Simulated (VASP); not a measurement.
Set up this calculation in VASP 6.6.1, as the native input.

- Task: single point
- Functional: PBEsol
- Potentials or basis: VASP PAW PBE potentials, release 64 (Ca_sv, F)
- Cutoff: 520 eV
- k mesh: 10 × 10 × 10
- Occupations: methfessel-paxton, width 0.1 eV
- Spin: no spin polarisation
- Dipole correction: no
- Further INCAR settings: ALGO = Normal; EDIFF = 1e-06; NBANDS = 19

The structure of CaF2 (Fluorite) lies in POSCAR:

```
CaF2
1.0
    0.0000000000      2.7310000000      2.7310000000
    2.7310000000      0.0000000000      2.7310000000
    2.7310000000      2.7310000000      0.0000000000
Ca F
1 2
Direct
    0.0000000000      0.0000000000      0.0000000000
    0.7500000000      0.7500000000      0.7500000000
    0.2500000000      0.2500000000      0.2500000000
```

These files were run (other wordings do the same):

INCAR

```
PREC     = Accurate       # precision mode
ENCUT    = 520            # plane-wave cutoff, eV
EDIFF    = 1E-6           # SCF threshold, eV
ISMEAR   = 1              # smearing method
SIGMA    = 0.1            # smearing width, eV
LREAL    = False          # projectors in reciprocal space
LASPH    = True           # aspherical terms in the spheres
NELM     = 100            # most SCF steps
ALGO     = Normal         # electronic algorithm
ISIF     = 2              # what is computed and relaxed
LWAVE    = False          # write WAVECAR
LCHARG   = True           # write CHGCAR
GGA      = PS             # functional
LELF     = True           # ELF
LVHAR    = True         
NBANDS   = 19             # bands
```

KPOINTS

```
Automatic mesh
0
Gamma
  10 10 10
```

Potentials or basis: VASP PAW PBE potentials, release 64 (Ca_sv, F).

Launch:

```console
$ cat potpaw_PBE.64/Ca_sv/POTCAR potpaw_PBE.64/F/POTCAR > POTCAR
$ mpirun -np 1 vasp_std > vasp.out
```

Results of the run:

```
Pressure               : -1.6 GPa
Band gap on the k mesh : 7.09 eV, indirect (least direct gap 7.35 eV)
```

Caveat: the PAW data sets were made with another functional, which shifts forces and pressure a little.

Run time: 22 s on 1 thread of Intel(R) Xeon(R) Platinum 8488C (Sapphire Rapids), on a shared host, peak memory 0.18 GiB.
